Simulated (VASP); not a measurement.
# VASP 6.6.1 run: CdSe

INCAR

```
EDIFF = 1E-7
ISIF = 2
SIGMA = 0.02
GGA = PE
LWAVE = .FALSE.
ENCUT = 520
ICHARG = 12
LASPH = .TRUE.
NBANDS = 16
NELM = 55
IBRION = -1
ISMEAR = -1
NSW = 0
LREAL = .FALSE.
LCHARG = .FALSE.
PREC = Accurate
```

KPOINTS

```
KPOINTS created by Atomic Simulation Environment
0
Gamma
8 8 8
0 0 0
```

POSCAR

```
Cd Se
 1.0000000000000000
     0.0000000000000000    3.0677809653998871    3.0677809653998871
     3.0677809653998871    0.0000000000000000    3.0677809653998871
     3.0677809653998871    3.0677809653998871    0.0000000000000000
 Cd  Se
   1   1
Cartesian
  0.0000000000000000  0.0000000000000000 -0.0000000000000000
  1.5338904826999433  1.5338904826999433  1.5338904826999433
```

The recommended PBE PAW datasets give the neutral cell 18 valence electrons.

Command

```
mpirun -np 1 vasp_std
```

**Question.** How does this run end, and what does it give?

**Answer.** It converged. Results: gap between bands v and c on the k mesh 1.06 eV; least direct gap on the k mesh 1.06 eV; pressure -7.6 GPa. Band v is the last that the valence electrons fill when counted band by band, and c is the next.

OSZICAR

```
N       E                     dE             d eps       ncg     rms          rms(c)
DAV:   1     0.106330176694E+03    0.10633E+03   -0.87710E+03   952   0.100E+03
DAV:   2    -0.186220475231E+01   -0.10819E+03   -0.10241E+03  1176   0.248E+02
DAV:   3    -0.585078523646E+01   -0.39886E+01   -0.39830E+01  1072   0.493E+01
DAV:   4    -0.586783164622E+01   -0.17046E-01   -0.17046E-01  1208   0.325E+00
DAV:   5    -0.586794000701E+01   -0.10836E-03   -0.10836E-03  1080   0.224E-01
DAV:   6    -0.586794127732E+01   -0.12703E-05   -0.12703E-05  1232   0.222E-02
DAV:   7    -0.586794129603E+01   -0.18705E-07   -0.18756E-07  1104   0.232E-03
   1 F= -.58679413E+01 E0= -.58679413E+01  d E =-.363123E-11
```

Standard output (part)

```
POSCAR found type information on POSCAR CdSe
 POSCAR found :  2 types and       2 ions
 LDA part: xc-table for (Slater+PW92), standard interpolation
 WARNING: stress and forces are not correct
 POSCAR, INCAR and KPOINTS ok, starting setup
 WAVECAR not read
 entering main loop
```

These settings aren't sound, so the numbers aren't properties of the crystal.

The fault: density file missing or never updated.

On sound settings PBE gives a gap of 0.55 eV on its mesh and a pressure of 1.7 GPa for the intended cell. This run's energy (σ→0) differs from it by -189 meV an atom.
